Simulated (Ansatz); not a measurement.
# InP: gaps at several levels of theory, part 2 of 2

The task, for InP: read the levels at named points of the zone under several functionals.

Ansatz 0.2.0; DFT PBEsol, scalar-relativistic, plane waves, PAW. The steps go on from the part before. Steps at another level of theory say so in their titles or inputs.

## 6. The run at Hartree-Fock

input.yaml

```yaml
crystal:
  lattice:
    - [0.0, 2.9390910317, 2.9390910317]
    - [2.9390910317, 0.0, 2.9390910317]
    - [2.9390910317, 2.9390910317, 0.0]
  atoms:
    - { symbol: In, position: [0.0, 0.0, 0.0] }
    - { symbol: P, position: [0.25, 0.25, 0.25] }
basis:
  ecutwfc: 420
kpoints:
  mp_grid: { grid: [6, 6, 6] }
  band_path:
    path:
      - [0.0, 0.0, 0.0]
      - [-0.5, -0.5, 0.0]
      - [-0.375, -0.375, 0.25]
      - [-0.375, 0.0, 0.375]
      - [0.0, 0.0, 0.5]
      - [-0.5, -0.25, 0.25]
    npoints: 1
hamiltonian:
  xc: hf
scf:
  occupations: { method: fixed }
  n_extra_bands: 4
output:
  eigenvalues: true
```

Command:

```console
ansatz run input.yaml --threads 2 --pin off --max-ram 5120MiB --backend cpu --events-out ev --progress --plain --runs-dir out
```

Standard output:

```text
Warning: RAYON_NUM_THREADS=2 ignored (pool sized by the plan → 2); use --threads N
scf.n_extra_bands = 4 over 9 filled bands (N_el = 18.0): the run solves 13 bands
Engine: ansatz 0.2.0, x86_64-unknown-linux-gnu
Pseudopotentials: kind: paw
Pseudopotential: In, paw, valence charge 13, recommended cutoff 420 eV (normal), In.paw.azcp
Pseudopotential: P, paw, valence charge 5, recommended cutoff 420 eV (normal), P.paw.azcp
Functional definition: HF
  exchange = exact_x
  correlation = 0
davidson cushion auto → on  (no smearing: the cushion is to keep the highest requested band from converging to the state above it; pin scf.eigensolver.cushion to override)
Crystal: 2 atoms, lattice volume = 50.777 Å³
Basis set: ecut = 420 eV, 965 PW (Γ)
Bands: 13, of which v1, the nominal top of the filled ones, is band 9 counted from 1 (8 counted from 0)
Symmetry: 24 space group operations
Space group: F-43m (ITA 216), of the structure as read, at distance tolerance 3.7e-5 Å
k-points: 16 of 216 (time reversal used)
Non-local potential: In, projectors of the file, l = 0: 2, l = 1: 2, l = 2: 2, l = 3: 2
Non-local potential: P, projectors of the file, l = 0: 2, l = 1: 2, l = 2: 2
PAW form: soft (Blöchl's): semilocal exchange-correlation on the pseudo side does not see the compensation charge
PAW frozen core: In, regenerated for the run's functional, and the local potential with it (the file was generated under x = pbe(κ = 0.804, μ = 0.2195149727645171), c = pbe(β = 0.06672455060314922))
PAW frozen core: P, regenerated for the run's functional, and the local potential with it (the file was generated under x = pbe(κ = 0.804, μ = 0.2195149727645171), c = pbe(β = 0.06672455060314922))
PAW one-centre angular grid: In, 590 points (default); XC on 64 Gauss nodes
PAW one-centre angular grid: P, 110 points (default); XC on 64 Gauss nodes
Initial density: superposition of atomic densities (neutral atoms: chi_scale 0, normalization atom), corrected by the library's trained network
Initial wavefunctions: pseudopotential atomic-orbital guess
Functional: x = pbe(κ = 0.804, μ = 0.2195149727645171), c = none, warm-up for x = 0 pbe(κ = 0.804, μ = 0.2195149727645171) + 1 exact, c = none
SCF iter   1: F=—  HF=-6266.238736 eV  |F-HF|=—  |Δ(HF+E_count)|=         —  Δρ=3.06e-3  dr2=2.82e-3  ethr=1.77e-3  ⟨swp⟩=7.9  Hψ=1059  notcnv=0
preconditioner: auto → none  [insulator: Δε(μ)=0.662 eV  Ē_g=14.696 eV  n_scr=14 (ndim 8)  ℏωp=22.1 eV  f_vac=0.021]
SCF iter   2: F=—  HF=-6266.239107 eV  |F-HF|=—  |Δ(HF+E_count)|=   3.71e-4  Δρ=8.26e-4  dr2=2.86e-4  ethr=1.57e-5  ⟨swp⟩=4.4  Hψ=744  notcnv=0  defer=2
SCF iter   3: F=—  HF=-6266.239185 eV  |F-HF|=—  |Δ(HF+E_count)|=   7.78e-5  Δρ=4.72e-4  dr2=5.94e-5  ethr=1.59e-6  ⟨swp⟩=3.1  Hψ=569  notcnv=0
iter 4 solved again at ethr=6.15e-9 eV; its pass at ethr=3.30e-7 eV (dr2=1.11e-6 eV) is discarded
SCF iter   4: F=-6266.239232 eV  HF=-6266.239230 eV  |F-HF|=1.50e-6  |Δ(HF+E_count)|=   4.52e-5  Δρ=6.40e-5  dr2=1.23e-6  ethr=6.15e-9  ⟨swp⟩=4.0  Hψ=1303  notcnv=0
SCF 1 stopped early in 4 iterations: F = -6266.239232 eV  dr2 = 1.23e-6
Initial density: handed on by an earlier stage of this run
Initial wavefunctions: those handed on with the density
Functional: x = 0 pbe(κ = 0.804, μ = 0.2195149727645171) + 1 exact, c = none
Frozen-core exchange: fock
SCF iter   1: F=—  HF=-6282.528413 eV  |F-HF|=—  |Δ(HF+E_count)|=         —  Δρ=1.33e-2  dr2=5.46e-2  ethr=6.81e-8  ⟨swp⟩=9.2  Hψ=1665  notcnv=0
preconditioner: auto → none  [insulator: Δε(μ)=5.770 eV  Ē_g=25.962 eV  n_scr=14 (ndim 8)  ℏωp=22.1 eV  f_vac=0.021]
SCF iter   2: F=—  HF=-6282.502408 eV  |F-HF|=—  |Δ(HF+E_count)|=   2.60e-2  Δρ=4.42e-3  dr2=9.96e-2  ethr=6.81e-8  ⟨swp⟩=5.3  Hψ=1027  notcnv=0
SCF iter   3: F=—  HF=-6282.762791 eV  |F-HF|=—  |Δ(HF+E_count)|=   2.60e-1  Δρ=6.90e-3  dr2=3.30e-2  ethr=6.81e-8  ⟨swp⟩=7.1  Hψ=1310  notcnv=0
SCF iter   4: F=—  HF=-6282.797130 eV  |F-HF|=—  |Δ(HF+E_count)|=   3.43e-2  Δρ=3.51e-3  dr2=7.10e-3  ethr=6.81e-8  ⟨swp⟩=6.3  Hψ=1158  notcnv=0
SCF iter   5: F=—  HF=-6282.800993 eV  |F-HF|=—  |Δ(HF+E_count)|=   3.86e-3  Δρ=8.01e-4  dr2=5.85e-4  ethr=6.81e-8  ⟨swp⟩=5.6  Hψ=1041  notcnv=0  defer=3
SCF iter   6: F=-6282.801052 eV  HF=-6282.801128 eV  |F-HF|=7.56e-5  |Δ(HF+E_count)|=   1.35e-4  Δρ=3.67e-4  dr2=1.17e-4  ethr=6.81e-8  ⟨swp⟩=5.0  Hψ=921  notcnv=0
SCF 2 stopped early in 6 iterations: F = -6282.801052 eV  dr2 = 1.17e-4
hybrid outer 1: dexx = +4.999e-1 eV, tail = 1.77e-3 eV
Frozen-core exchange: fock
SCF iter   1: F=—  HF=-6282.795081 eV  |F-HF|=—  |Δ(HF+E_count)|=         —  Δρ=4.91e-4  dr2=1.28e-4  ethr=4.91e-5  ⟨swp⟩=2.9  Hψ=528  notcnv=0
preconditioner: auto → none  [insulator: Δε(μ)=7.114 eV  Ē_g=26.049 eV  n_scr=14 (ndim 8)  ℏωp=22.1 eV  f_vac=0.025]
SCF iter   2: F=—  HF=-6282.795249 eV  |F-HF|=—  |Δ(HF+E_count)|=   1.68e-4  Δρ=3.18e-4  dr2=5.19e-5  ethr=3.64e-7  ⟨swp⟩=4.1  Hψ=854  notcnv=0
iter 3 solved again at ethr=1.15e-8 eV; its pass at ethr=1.89e-7 eV (dr2=2.07e-6 eV) is discarded
SCF iter   3: F=—  HF=-6282.795250 eV  |F-HF|=—  |Δ(HF+E_count)|=   1.16e-6  Δρ=6.35e-5  dr2=4.44e-6  ethr=1.15e-8  ⟨swp⟩=2.0  Hψ=1175  notcnv=0
SCF iter   4: F=—  HF=-6282.795253 eV  |F-HF|=—  |Δ(HF+E_count)|=   2.70e-6  Δρ=2.08e-5  dr2=5.16e-7  ethr=1.15e-8  ⟨swp⟩=4.2  Hψ=788  notcnv=0
SCF iter   5: F=-6282.795253 eV  HF=-6282.795253 eV  |F-HF|=3.84e-8  |Δ(HF+E_count)|=   1.51e-8  Δρ=9.08e-6  dr2=4.61e-8  ethr=1.63e-9  ⟨swp⟩=3.8  Hψ=627  notcnv=0  defer=3
SCF 3 converged in 5 iterations: F = -6282.795253 eV  dr2 = 4.61e-8
hybrid outer 2: dexx = +2.769e-4 eV, tail = 1.05e-5 eV, Δε = 3.07e-2 eV (about 2.95e-3 eV left of the loop's levels)
Frozen-core exchange: fock
SCF iter   1: F=—  HF=-6282.795246 eV  |F-HF|=—  |Δ(HF+E_count)|=         —  Δρ=4.46e-5  dr2=7.44e-7  ethr=2.91e-7  ⟨swp⟩=2.9  Hψ=502  notcnv=0
preconditioner: auto → none  [insulator: Δε(μ)=7.115 eV  Ē_g=26.052 eV  n_scr=14 (ndim 8)  ℏωp=22.1 eV  f_vac=0.025]
SCF iter   2: F=—  HF=-6282.795247 eV  |F-HF|=—  |Δ(HF+E_count)|=   5.10e-7  Δρ=2.46e-5  dr2=2.30e-7  ethr=3.37e-9  ⟨swp⟩=4.2  Hψ=837  notcnv=0
SCF iter   3: F=-6282.795247 eV  HF=-6282.795247 eV  |F-HF|=3.11e-8  |Δ(HF+E_count)|=   1.54e-8  Δρ=6.93e-6  dr2=3.19e-8  ethr=9.99e-10  ⟨swp⟩=4.2  Hψ=766  notcnv=0
SCF 4 converged in 3 iterations: F = -6282.795247 eV  dr2 = 3.19e-8
hybrid outer 3: dexx = +1.002e-6 eV, tail = 1.01e-7 eV, Δε = 1.80e-3 eV (about 2.90e-4 eV left of the loop's levels)
the search or the solves at the SCF's close seem to have found levels that the self-consistency loop had missed (the run counts 1). By its estimate they hold under 1e-12 electrons; where the run keeps them, the occupations were computed again with them
NSCF: frozen V_eff on 6 k-points
hybrid SCF converged: 3 outer / 14 inner (+4 warm-up), last move |dexx| = 1.00e-6 eV, tail = 1.01e-7 eV
Stability not checked: this state was not tested for a lower state beside it, because the functional holds exact exchange (a hybrid, or Hartree-Fock), whose exchange loop this test does not read (fock_operator; see scf.lower_state_search)
Free energy (F): -6282.795247 eV
Frozen-core exchange: fock
Harris-Foulkes:  -6282.795247 eV  (|F-HF|=3.11e-8)
Internal energy: -6282.795247 eV  (E = F + TS)
E sigma→0 (E₀):  -6282.795247 eV
Fermi energy:    4.938187 eV
--- Per-component energies (eV) ---
  E_band       = -171.641361
  E_kinetic    = 315.179216
  E_local      = -1402.503914  (includes V_loc(G=0)·N_el)
  E_nonlocal   = 395.832725
  E_hartree    = 558.465189
  E_xc         = 0.000000
  E_vxc        = 0.000000  (∫ρ·V_xc dr)
  E_exx        = -192.988332  (= α·E_x^exact, valence–valence)
  E_paw        = -4741.523222  (= ΣΔE_a)
  E_vpaw       = -211.109757  (= ΣTr[D̂ρ^β])
  E_aug_tail   = 0.000033  (compensation charges beyond the density's cutoff)
  E_ewald      = -1217.140128
  E_core_change = 1.883185  (= ΣΔE_core)
  E_smearing   = -0.000000  (= −TS)
  E_closure    = -0.000000  (closes the sum)
  Σ components = -6282.795247   (vs F -6282.795247, Δ=0.00e0)
--- Band table (eV; the first three rows and the last of 16) ---
  k-point 0: bands = ["-16.1348", "-16.1348", "-16.1348", "-15.9277", "-15.9277", "-11.3839", "4.9382", "4.9382", "4.9382", "12.0541", "15.5569", "15.5569", "15.5569"]
  k-point 1: bands = ["-16.1608", "-16.1218", "-16.1218", "-15.9280", "-15.9280", "-10.9705", "2.3964", "4.5511", "4.5511", "13.1334", "16.0285", "16.1290", "16.1290"]
  k-point 2: bands = ["-16.2109", "-16.0990", "-16.0990", "-15.9247", "-15.9247", "-9.9033", "-1.1061", "3.9039", "3.9039", "12.9397", "16.4674", "16.4674", "18.2662"]
  k-point 15: bands = ["-16.2849", "-16.0545", "-16.0304", "-15.9585", "-15.9114", "-8.1974", "-2.4805", "1.1446", "1.2835", "14.2139", "15.2214", "18.9555", "19.2549"]
```

Run time: 79 s. Hardware: 2 threads of Intel Xeon Platinum 8259CL at 2.50GHz (Skylake/Cascade Lake), shared host; peak memory 1.7 GiB.

Levels at named points, in eV from the top of the last band filled by count:

| point | band 7 | band 8 | band 9 | band 10 | band 11 | band 12 |
| --- | --- | --- | --- | --- | --- | --- |
| Γ | 0.00 | 0.00 | 0.00 | 7.12 | 10.62 | 10.62 |
| X | -7.62 | -3.15 | -3.15 | 7.42 | 8.41 | 17.22 |
| U | -7.38 | -4.43 | -2.62 | 8.34 | 11.15 | 14.82 |
| K | -7.38 | -4.43 | -2.62 | 8.34 | 11.15 | 14.82 |
| L | -7.71 | -1.31 | -1.31 | 7.80 | 11.38 | 11.38 |
| W | -7.33 | -4.01 | -3.81 | 10.46 | 11.72 | 12.55 |

## 7. The ladder

| level | k mesh | gap (eV) | least direct gap (eV) | top at | bottom at | CPU time (s) |
| --- | --- | --- | --- | --- | --- | --- |
| PBEsol, 250 eV and coarse mesh | 4×4×4 | 0.61 | 0.61 | Γ | Γ | 1.2 |
| LDA | 10×10×10 | 0.43 | 0.43 | Γ | Γ | 4.7 |
| PBE0 | 6×6×6 | 2.06 | 2.06 | Γ | Γ | 140 |
| Hartree-Fock | 6×6×6 | 7.12 | 7.12 | Γ | Γ | 150 |

Gaps are by band count over the mesh and the named points; a gap of 0 means that the bands overlap or touch.

## 8. Outcome

The summary covers parts 1 to 2.

```
         quantity            value
         gap, LDA  0.43 eV, direct
        gap, PBE0  2.06 eV, direct
gap, Hartree-Fock  7.12 eV, direct
```

**Reading.** The gap runs from 0.43 eV (LDA) to 7.12 eV (Hartree-Fock). Hartree-Fock took about 32 times the CPU time of LDA, on unlike meshes where the table says so. Hartree-Fock has no screening, so it overshoots gaps by far. The cheap run is there to show what low settings cost; its numbers aren't properties. A measured gap of InP is 1.4236 eV (direct; 1.6 K; a printed reference work, data compilation); the calculated 2.06 eV misses it by +0.63 eV. That is PBE0, the nearest rung, at the geometry relaxed with PBEsol, without temperature or excitons. The settings are coarse, so take the values as rough.
